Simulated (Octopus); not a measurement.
# SiC (Moissanite 3C) (F-43m) in Octopus: reference runs

Aim: a first look at SiC (Moissanite 3C) with PBEsol, on the cell as given.

All numbers are computed with Octopus 16.4; they aren't measurements. Logs are shortened: lines on timing, memory, paths and dates and some standing lists are left out, and cuts for length are marked.

**What was measured.**

“Insight into the structural, elastic and electronic properties of a new orthorhombic 6O-SiC polytype”, 2020, pmc:7200658 quotes, for a bulk crystal of SiC: band gap 2.4 eV (indirect).

How close the calculation comes is told below.

## (1) Starting point

It takes space group F-43m (No. 216, cubic). The conventional cell has a = 4.358 Å, b = 4.358 Å, c = 4.358 Å, α = 90.00°, β = 90.00°, γ = 90.00°. Si (site symmetry -43m) has 4 C at 1.89 Å as nearest neighbours. C (site symmetry -43m) is surrounded by 4 Si at 1.89 Å.

## (2) Single point, PBEsol

Input file inp:

```
CalculationMode = gs
UnitsOutput = eV_Angstrom
PeriodicDimensions = 3
ExperimentalFeatures = yes
PseudopotentialSet = pseudodojo_pbesol
%LatticeParameters
 1*angstrom | 1*angstrom | 1*angstrom
%
%LatticeVectors
 0 | 2.179 | 2.179
 2.179 | 0 | 2.179
 2.179 | 2.179 | 0
%
%ReducedCoordinates
 "Si" | 0 | 0 | 0
 "C" | 0.75 | 0.75 | 0.75
%
%Spacing
 0.13398136*angstrom | 0.13398136*angstrom | 0.13398136*angstrom
%
DerivativesOrder = 8
%KPointsGrid
 10 | 10 | 10
%
KPointsUseSymmetries = yes
XCFunctional = gga_x_pbe_sol + gga_c_pbe_sol
SmearingFunction = fermi_dirac
Smearing = 0.05*eV
ExtraStates = 6
Eigensolver = chebyshev_filter
ConvRelDens = 3e-7
MaximumIter = 120
```

Potentials or basis: pseudodojo_pbesol (PseudoDojo 0.4, PBEsol).

The run is started by

```
OMP_NUM_THREADS=1 octopus > out.log
```

out.log:

```text
Running octopus

[... 13 lines left out ...]

Input: [AllElectronType = no]
Input: [PseudopotentialSet = pseudodojo_pbesol]
Reading Coordinates from ReducedCoordinates block

****************************** Species *******************************
  Species 'Si'
    type             : pseudopotential
    file             : 'Si.upf'
    file format      : UPF2
    valence charge   : 4.0
    atomic number    :  14
    form on file     : kleinman-bylander
    lmax             : 2
    llocal           : -1
    projectors per l : 2
    total projectors : 6
    application form : kleinman-bylander
    orbitals         :  4
    bound orbitals   :  4

  Species 'C'
    type             : pseudopotential
    file             : 'C.upf'
    file format      : UPF2
    valence charge   : 4.0
    atomic number    :   6
    form on file     : kleinman-bylander
    lmax             : 1
    llocal           : -1
    projectors per l : 2
    total projectors : 4
    application form : kleinman-bylander
    orbitals         :  4
    bound orbitals   :  4

**********************************************************************

***************************** Symmetries *****************************
Space group No.  216
International: F-43m
Schoenflies: Td^2
Info: The system has    24 symmorphic symmetries that can be used.
  Index                Rotation matrix                      Fractional translations
    1 :     1   0   0     0   1   0     0   0   1      0.000000    0.000000    0.000000
    2 :     0   0  -1     1   0  -1     0   1  -1      0.000000    0.000000    0.000000
    3 :     0  -1   1     0  -1   0     1  -1   0      0.000000    0.000000    0.000000
[... 239 lines left out ...]

*********************** SCF CYCLE ITER #    1 ************************
 etot  = -3.04896753E+02 abs_ev   =  3.28E+01 rel_ev   =  2.34E+00
 ediff =        1.12E+01 abs_dens =  2.21E+00 rel_dens =  2.77E-01
Matrix vector products: 1175
Converged eigenvectors: 0

#  State  KPoint  Eigenvalue [eV]  Occupation    Error
      1       1      -10.918061    2.000000   ( 5.5E-06)
      1       2      -10.735900    2.000000   ( 3.3E-05)
      1       3      -10.675144    2.000000   ( 3.0E-05)
      1       4      -10.436036    2.000000   ( 5.2E-05)
      1       5      -10.257728    2.000000   ( 8.2E-05)
      1       6      -10.201455    2.000000   ( 9.1E-05)
      1      10       -9.961638    2.000000   ( 8.4E-05)
      1       7       -9.797468    2.000000   ( 1.3E-04)
[... 23 lines left out ...]
     10      39       25.406987    0.000000   ( 7.8E-02)
     10      14       25.449572    0.000000   ( 9.0E-02)
     10      30       25.945188    0.000000   ( 9.1E-02)
     10      34       26.039237    0.000000   ( 9.6E-02)
     10      47       26.803932    0.000000   ( 7.2E-02)
     10      44       26.965131    0.000000   ( 6.2E-02)
     10      26       27.581108    0.000000   ( 7.0E-02)
     10      42       27.786944    0.000000   ( 1.1E-01)

Density of states:

----------------------------------------------------%-----------------
----------------------------------------------------%-----------------
----------------------------------------------------%-----------------
---------------------------------------------%------%-----------------
---------------%------%%---------------%-%%--%------%-----------------
---------------%----%%%%%--------------%-%%%%%--%---%-----------------
------%%-------%---%%%%%%--------------%-%%%%%%%%---%-----------------
------%%-------%--%%%%%%%%-----------%%%-%%%%%%%%%--%-----%-%%--------
----%%%%------%%%-%%%%%%%%----------%%%%%%%%%%%%%%%%%%----%%%%--------
-%%%%%%%%-----%%%%%%%%%%%%-------%%%%%%%%%%%%%%%%%%%%%%%%%%%%%%%%%%---
                              ^

Fermi energy =     5.982526 eV

**********************************************************************

*********************** SCF CYCLE ITER #    2 ************************
 etot  = -2.86342311E+02 abs_ev   =  7.94E+00 rel_ev   =  1.31E+00
 ediff =        6.82E-01 abs_dens =  7.74E-01 rel_dens =  9.67E-02
Matrix vector products: 1175
Converged eigenvectors: 0
[... 139 lines left out ...]
*********************** SCF CYCLE ITER #   14 ************************
 etot  = -2.79079125E+02 abs_ev   =  3.04E-06 rel_ev   =  1.25E-06
 ediff =        2.56E-07 abs_dens =  3.72E-07 rel_dens =  4.65E-08
Matrix vector products: 1175
Converged eigenvectors: 68

#  State  KPoint  Eigenvalue [eV]  Occupation    Error
      1       1       -9.820662    2.000000   ( 1.8E-08)
      1       2       -9.624623    2.000000   ( 1.8E-08)
      1       3       -9.559244    2.000000   ( 1.8E-08)
      1       4       -9.300476    2.000000   ( 2.0E-08)
      1       5       -9.107075    2.000000   ( 1.9E-08)
      1       6       -9.044879    2.000000   ( 2.1E-08)
      1      10       -8.785369    2.000000   ( 1.7E-08)
      1       7       -8.602067    2.000000   ( 1.6E-08)
[... 23 lines left out ...]
     10      45       23.023612    0.000000   ( 1.1E-02)
     10      34       23.311043    0.000000   ( 1.4E-02)
     10      30       23.596857    0.000000   ( 1.5E-02)
     10      39       23.783850    0.000000   ( 1.3E-02)
     10      46       23.969631    0.000000   ( 1.6E-02)
     10      44       24.373570    0.000000   ( 1.8E-02)
     10      42       24.410368    0.000000   ( 1.7E-02)
     10      47       25.575570    0.000000   ( 2.7E-02)

Density of states:

--------------------------------------------------------%-------------
--------------------------------------------------------%-------------
-----------------------------------------%---%----------%-------------
-------------------------%---------------%--%%-%--------%-------------
----------------%------%-%---------------%--%%-%-%--%---%-------------
----------------%----%-%%%%%-------------%--%%%%%%%%%---%%------------
----------------%----%-%%%%%%------------%--%%%%%%%%%-%-%%----%-------
------%%%%%----%%-%-%%%%%%%%%%--------%%-%-%%%%%%%%%%%%%%%-%%-%-%-----
---%%%%%%%%----%%%%%%%%%%%%%%%-------%%%%%-%%%%%%%%%%%%%%%%%%%%%%-----
-%%%%%%%%%%---%%%%%%%%%%%%%%%%%---%%%%%%%%%%%%%%%%%%%%%%%%%%%%%%%%%%--
                               ^

Fermi energy =     6.252402 eV

**********************************************************************

Info: SCF converged in   14 iterations

** Warning:
**   Some of the states are not fully converged!

Info: Number of matrix-vector products:      16450
Info: Finished writing information to 'restart/gs'.

Octopus emitted 18 warnings.
```

Wall time 2.7 min (1 thread of Arm Neoverse V2, shared host); peak memory 0.48 GiB.

What came out:

```yaml
Free_energy: -279.0791 eV
Band_gap_on_the_k_mesh: 1.24 eV, indirect (least direct gap 4.46 eV)
```

## (3) Comparison with measurements

Step 2. A measured gap of SiC is 2.4 eV (indirect; quoted in “Insight into the structural, elastic and electronic properties of a new orthorhombic 6O-SiC polytype”, 2020, pmc:7200658); the calculated 1.24 eV misses it by -1.16 eV. The value is that of PBEsol on a finite k mesh, which can miss the band edges, without temperature or zero-point motion. Semilocal functionals fall short of measured gaps as a rule.
